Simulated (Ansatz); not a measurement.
**K2S (Fm-3m): zero-pressure volume and bulk modulus with PBEsol**

An exercise on one series of results from a longer session: the logs are not shown, and one member is left open.

Program: Ansatz 0.2.0. Level of theory: DFT PBEsol, scalar-relativistic, plane waves, PAW. These are calculated values, not measurements.

1 further run of the same task is left out (it didn't finish). Runs told in other sessions of the task aren't counted.

### The system as given

It takes space group Fm-3m (No. 225, cubic). The conventional cell has a = 7.391 Å, b = 7.391 Å, c = 7.391 Å, α = 90.00°, β = 90.00°, γ = 90.00°. Around K (site symmetry -43m) lie 4 S at 3.20 Å. S (site symmetry m-3m) has 8 K at 3.20 Å in its first shell of neighbours.

Structure file:

```xyz
3
Lattice="0.0000 3.6955 3.6955 3.6955 0.0000 3.6955 3.6955 3.6955 0.0000" Properties=species:S:1:pos:R:3 pbc="T T T"
K     1.8477    1.8477    1.8477
K     5.5432    5.5432    5.5432
S     0.0000    0.0000    0.0000
```

At PBE, an earlier run found 0.57 GPa for this cell of 33.646 Å³/atom (6×6×6 mesh), mesh gap 2.40 eV.

The first run:

input.yaml reads:

```yaml
crystal:
  lattice:
    - [0.0, 3.6954997636, 3.6954997636]
    - [3.6954997636, 0.0, 3.6954997636]
    - [3.6954997636, 3.6954997636, 0.0]
  atoms:
    - { symbol: K, position: [0.25, 0.25, 0.25] }
    - { symbol: K, position: [0.75, 0.75, 0.75] }
    - { symbol: S, position: [0.0, 0.0, 0.0] }
basis:
  ecutwfc: 420
  ecutrho_ratio: 4
kpoints:
  mp_grid: { grid: [6, 6, 6] }
hamiltonian:
  xc: pbesol
scf:
  occupations: { method: gaussian, width: 0.05 }
output:
  forces: true
  stress: true
  eigenvalues: true
```

On the command line:

```sh
$ ansatz run input.yaml --threads 4 --pin off --max-ram 8192MiB --backend cpu --events-out ev --progress --plain --runs-dir out
```

Steps of the session up to this table: At the given cell; Stepping to 33.511 Å³/atom; Stepping to 32.909 Å³/atom; Volume × 0.98 of the new zero; Volume × 1.02 of the new zero; Volume × 0.96 of the new zero; Volume × 1.04 of the new zero.

One table of the session follows, with a row left open; its other results are not shown here.

It belongs to the step «Energy and pressure against volume». 

```
volume (Å³/atom)  energy (meV/atom)  pressure (GPa)
          31.593               3.54            0.89
          32.251               0.85            0.42
          32.909               0.00            0.00
          33.567                  ?               ?
          34.226               3.06           -0.72
```

Estimate the missing values for volume (Å³/atom) = 33.567.

Worked estimate for «energy (meV/atom)». A straight line through the neighbours (32.909, 0.00) and (34.226, 3.06) gives 0.00 + (3.06 − 0.00) × (33.567 − 32.909) / (34.226 − 32.909) = 1.53; a parabola fitted to 3 rows on both sides gives 0.74.

**Answer.** energy (meV/atom): 0.79; pressure (GPa): -0.38. In «energy (meV/atom)» the line misses by +0.74 and the parabola by -0.05.
